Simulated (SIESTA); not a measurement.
The system is Cr.

```xyz
2
Lattice="2.7140 0.0000 0.0000 -1.3570 2.3504 0.0000 0.0000 0.0000 4.4100" Properties=species:S:1:pos:R:3 pbc="T T T"
Cr    1.3570    0.7835    3.3075
Cr    0.0000    1.5669    1.1025
```

This isn't the form of Cr at room conditions, which is bcc.

- Program: SIESTA 5.4.2
- Task: single point
- Functional: PBEsol
- Potentials or basis: PseudoDojo 0.4 standard (PBEsol files)
- Basis: DZP (energy shift 0.003 Ry; two zetas on semicore shells)
- Grid cutoff: 800 Ry
- Energy shift: 0.003 Ry
- k mesh: 11 × 11 × 6
- Occupations: fermi-dirac, width 0.05 eV
- Spin: collinear spin, ferromagnetic start
- Starting moments: [3.0, 3.0] μB

On this cell: pressure -33.2 GPa; largest force under 0.003 eV/Å; net moment 1.89 μB per cell; site moments Cr +0.94 μB; band gap on the k mesh none (metal or under the smearing width).

The same run follows on a disturbed copy (atoms moved at random, drawn with an rms of 0.05 Å):

```
Cr
1.0
     2.71400    0.00000    0.00000
    -1.35700    2.35039    0.00000
     0.00000    0.00000    4.41000
Cr
2
Direct
  0.67792 0.33401 0.74410
  0.33027 0.66015 0.25463
```

Problem. What does the disturbed cell give?

Solution. The energy (extrapolated to zero smearing) moves by +0.5 meV/atom; pressure -32.8 GPa; largest force 0.097 eV/Å; net moment 1.97 μB per cell; site moments Cr +0.98 μB; band gap on the k mesh none (metal or under the smearing width).

Forces on the atoms (eV/Å):
```
Cr   0.032  0.018  0.090
Cr  -0.032 -0.019 -0.090
```

Stress tensor (GPa, compression positive):
```
-33.55   0.51   0.01
  0.51 -34.15   0.01
  0.01   0.01 -30.74
```

Caveats: the basis of atomic orbitals isn't converged, which shifts pressures, moduli and gaps; a pressure of tens of GPa on the cell as given is suspect, and the run, the potentials or the cell itself is likely at fault (some runs); the cell as given lies far from equilibrium (some runs).
